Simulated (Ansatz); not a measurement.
# Band table of Hg (diamond type)

```yaml
crystal:
  lattice:
    - [0.00000, 3.83609, 3.83609]
    - [3.83609, 0.00000, 3.83609]
    - [3.83609, 3.83609, 0.00000]
  atoms:
    - { symbol: Hg, position: [0.87500, 0.87500, 0.87500] }
    - { symbol: Hg, position: [0.12500, 0.12500, 0.12500] }
```

The cell comes from a relaxation on PAW files under the same functional, begun from a prototype that needn't be the stable phase.

Computed with Ansatz 0.2.0; functional PBE, scalar-relativistic. Settings: a Γ-centred 11×11×11 k mesh, Fermi–Dirac smearing of 0.05 eV, no spin polarisation. Methods: LAPW: all electrons, basis error target 1 meV/atom.

Spin–orbit coupling is left out, which matters for the heavy atoms.

Path points, in fractions of the reciprocal vectors: Γ (0.000, 0.000, 0.000), X (0.500, 0.000, 0.500), U (0.625, 0.250, 0.625), K (0.375, 0.375, 0.750), L (0.500, 0.500, 0.500), W (0.500, 0.250, 0.750). The distance column jumps between branches of the path. Levels in eV from the valence-band top; bands 23 to 39, counted from the lowest band of the run. The gap is 0.43 eV, the pressure -0.01 GPa.

```
# k(1/Å) point b23 b24 b25 b26 b27 b28 b29 b30 b31 b32 b33 b34 b35 b36 b37 b38 b39
0.000 Γ -6.87 -6.87 -6.87 -6.83 -6.83 -6.37 -6.37 -6.37 -6.29 -6.29 -5.84 0.00 3.43 3.43 3.43 4.73 4.73
0.117 - -6.89 -6.87 -6.87 -6.82 -6.80 -6.42 -6.37 -6.37 -6.30 -6.28 -5.77 -0.16 3.15 3.15 3.57 4.37 5.05
0.234 - -6.91 -6.88 -6.88 -6.80 -6.75 -6.49 -6.34 -6.34 -6.32 -6.28 -5.60 -0.58 2.66 2.66 3.87 3.90 5.69
0.351 - -6.92 -6.89 -6.89 -6.77 -6.70 -6.58 -6.35 -6.31 -6.31 -6.30 -5.33 -1.13 2.18 2.18 3.54 4.07 6.40
0.468 - -6.92 -6.90 -6.90 -6.73 -6.66 -6.65 -6.39 -6.33 -6.28 -6.28 -4.99 -1.74 1.78 1.78 3.29 3.99 7.10
0.585 - -6.91 -6.91 -6.91 -6.73 -6.67 -6.59 -6.44 -6.37 -6.25 -6.25 -4.57 -2.36 1.48 1.48 3.16 3.72 7.67
0.702 - -6.92 -6.92 -6.89 -6.79 -6.62 -6.53 -6.50 -6.42 -6.23 -6.23 -4.09 -2.97 1.30 1.30 3.14 3.44 8.39
0.819 X -6.92 -6.92 -6.85 -6.85 -6.56 -6.56 -6.47 -6.47 -6.22 -6.22 -3.55 -3.55 1.24 1.24 3.24 3.24 8.66
0.860 - -6.93 -6.92 -6.85 -6.84 -6.56 -6.56 -6.48 -6.47 -6.22 -6.22 -3.56 -3.55 1.20 1.24 3.25 3.30 8.51
0.902 - -6.93 -6.92 -6.84 -6.83 -6.56 -6.56 -6.49 -6.47 -6.22 -6.21 -3.57 -3.53 1.10 1.26 3.26 3.47 8.23
0.943 - -6.94 -6.92 -6.84 -6.81 -6.56 -6.56 -6.50 -6.47 -6.22 -6.21 -3.60 -3.49 0.97 1.29 3.27 3.73 7.93
0.984 - -6.95 -6.93 -6.84 -6.79 -6.57 -6.55 -6.52 -6.47 -6.22 -6.20 -3.64 -3.45 0.83 1.34 3.30 4.03 7.64
1.026 - -6.96 -6.93 -6.84 -6.77 -6.57 -6.55 -6.54 -6.47 -6.22 -6.19 -3.69 -3.39 0.70 1.40 3.32 4.38 7.36
1.067 - -6.97 -6.93 -6.83 -6.74 -6.58 -6.57 -6.55 -6.47 -6.22 -6.19 -3.76 -3.31 0.58 1.46 3.36 4.75 7.09
1.109 U -6.97 -6.93 -6.83 -6.72 -6.59 -6.59 -6.55 -6.47 -6.22 -6.18 -3.83 -3.23 0.50 1.54 3.39 5.12 6.84
1.610 K -6.97 -6.93 -6.83 -6.72 -6.59 -6.59 -6.55 -6.47 -6.22 -6.18 -3.83 -3.23 0.50 1.54 3.39 5.12 6.84
1.734 - -6.97 -6.94 -6.82 -6.67 -6.65 -6.61 -6.53 -6.45 -6.22 -6.19 -4.14 -2.89 0.43 1.83 3.49 6.06 6.24
1.858 - -6.95 -6.94 -6.82 -6.72 -6.65 -6.60 -6.51 -6.43 -6.22 -6.21 -4.52 -2.43 0.63 2.19 3.51 5.91 5.97
1.982 - -6.94 -6.93 -6.84 -6.76 -6.68 -6.55 -6.49 -6.39 -6.25 -6.23 -4.92 -1.88 1.05 2.57 3.43 5.50 5.71
2.106 - -6.93 -6.90 -6.86 -6.77 -6.72 -6.51 -6.46 -6.34 -6.30 -6.24 -5.28 -1.26 1.66 2.93 3.30 5.07 5.29
2.230 - -6.91 -6.88 -6.87 -6.79 -6.77 -6.46 -6.42 -6.34 -6.31 -6.26 -5.57 -0.66 2.37 3.21 3.24 4.76 4.98
2.355 - -6.89 -6.87 -6.87 -6.82 -6.80 -6.40 -6.39 -6.37 -6.29 -6.28 -5.77 -0.18 3.08 3.32 3.38 4.64 4.79
2.479 Γ -6.87 -6.87 -6.87 -6.83 -6.83 -6.37 -6.37 -6.37 -6.29 -6.29 -5.84 0.00 3.43 3.43 3.43 4.73 4.73
2.580 - -6.88 -6.88 -6.87 -6.82 -6.82 -6.39 -6.38 -6.38 -6.29 -6.29 -5.79 -0.13 3.26 3.33 3.33 4.72 4.84
2.681 - -6.89 -6.89 -6.87 -6.79 -6.79 -6.43 -6.39 -6.39 -6.28 -6.28 -5.65 -0.47 2.88 3.11 3.11 4.97 5.09
2.783 - -6.90 -6.90 -6.87 -6.77 -6.77 -6.47 -6.40 -6.40 -6.27 -6.27 -5.45 -0.95 2.52 2.87 2.87 5.34 5.34
2.884 - -6.91 -6.91 -6.87 -6.75 -6.75 -6.50 -6.41 -6.41 -6.26 -6.26 -5.19 -1.50 2.25 2.66 2.66 5.50 5.50
2.985 - -6.91 -6.91 -6.87 -6.75 -6.75 -6.53 -6.41 -6.41 -6.26 -6.26 -4.91 -2.02 2.06 2.50 2.50 5.56 5.56
3.087 - -6.91 -6.91 -6.87 -6.74 -6.74 -6.54 -6.41 -6.41 -6.26 -6.26 -4.65 -2.44 1.95 2.40 2.40 5.57 5.57
3.188 L -6.91 -6.91 -6.87 -6.74 -6.74 -6.55 -6.41 -6.41 -6.26 -6.26 -4.54 -2.60 1.91 2.37 2.37 5.57 5.57
3.271 - -6.92 -6.91 -6.86 -6.74 -6.74 -6.56 -6.42 -6.42 -6.25 -6.25 -4.51 -2.62 1.59 2.32 2.70 5.42 5.67
3.353 - -6.94 -6.92 -6.85 -6.73 -6.71 -6.58 -6.43 -6.43 -6.24 -6.23 -4.45 -2.65 1.17 2.16 3.16 5.20 5.94
3.436 - -6.95 -6.93 -6.83 -6.71 -6.68 -6.61 -6.46 -6.45 -6.23 -6.21 -4.34 -2.73 0.84 1.92 3.58 5.09 6.34
3.519 - -6.96 -6.94 -6.82 -6.69 -6.64 -6.64 -6.49 -6.46 -6.22 -6.19 -4.19 -2.86 0.63 1.62 3.96 5.10 6.54
3.602 - -6.97 -6.95 -6.80 -6.69 -6.65 -6.60 -6.52 -6.48 -6.21 -6.19 -3.99 -3.05 0.55 1.31 4.31 5.17 6.15
3.684 - -6.97 -6.96 -6.78 -6.72 -6.62 -6.57 -6.55 -6.50 -6.20 -6.18 -3.77 -3.27 0.61 1.01 4.65 5.19 5.92
3.767 W -6.96 -6.96 -6.75 -6.75 -6.59 -6.59 -6.53 -6.53 -6.19 -6.19 -3.52 -3.52 0.77 0.77 4.97 4.97 6.02
3.825 - -6.96 -6.96 -6.76 -6.76 -6.58 -6.58 -6.53 -6.53 -6.19 -6.19 -3.52 -3.52 0.79 0.79 4.79 4.79 6.22
3.884 - -6.96 -6.96 -6.77 -6.77 -6.58 -6.58 -6.52 -6.52 -6.19 -6.19 -3.53 -3.53 0.84 0.84 4.45 4.45 6.64
3.942 - -6.95 -6.95 -6.79 -6.79 -6.57 -6.57 -6.51 -6.51 -6.20 -6.20 -3.53 -3.53 0.92 0.92 4.09 4.09 7.12
4.001 - -6.94 -6.94 -6.81 -6.81 -6.56 -6.56 -6.50 -6.50 -6.21 -6.21 -3.54 -3.54 1.02 1.02 3.76 3.76 7.61
4.059 - -6.93 -6.93 -6.83 -6.83 -6.56 -6.56 -6.49 -6.49 -6.21 -6.21 -3.55 -3.55 1.12 1.12 3.49 3.49 8.08
4.118 - -6.93 -6.93 -6.84 -6.84 -6.56 -6.56 -6.48 -6.48 -6.22 -6.22 -3.55 -3.55 1.21 1.21 3.31 3.31 8.47
4.176 X -6.92 -6.92 -6.85 -6.85 -6.56 -6.56 -6.47 -6.47 -6.22 -6.22 -3.55 -3.55 1.24 1.24 3.24 3.24 8.66
```
